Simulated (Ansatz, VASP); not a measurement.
AlN: VASP beside Ansatz

```xyz
2
Lattice="0.0000 2.2016 2.2016 2.2016 0.0000 2.2016 2.2016 2.2016 0.0000" Properties=species:S:1:pos:R:3 pbc="T T T"
Al    0.0000    0.0000    0.0000
N     3.3024    3.3024    3.3024
```

Alike in both runs: functional PBE; k mesh 10 × 10 × 10; occupations gaussian, width 0.02 eV; no spin polarisation.

Ansatz relaxed the structure, and its values are those at the end. VASP's run is a single point on that final structure, the one shown.

|  | VASP | Ansatz |
| --- | --- | --- |
| version | VASP 6.6.1 | Ansatz 0.2.0 |
| potentials or method | VASP PAW PBE potentials, release 64 (Al, N) | scalar-relativistic, plane waves, PAW |
| plane-wave cutoff (eV) | 520 | 520 |
| valence electrons in the cell | 8 | 8 |

|  | VASP | Ansatz | Ansatz less VASP |
| --- | --- | --- | --- |
| gap on the k mesh at the Fermi level (eV) | 3.31 | 3.31 | +0.007 |
| least direct gap on the mesh (eV) | 3.98 | 3.98 | -0.008 |
| pressure (GPa) | -0.3 | 0.0 | +0.26 |

A k mesh can miss the band edges. As with any semilocal functional, this PBE gap is likely too small.
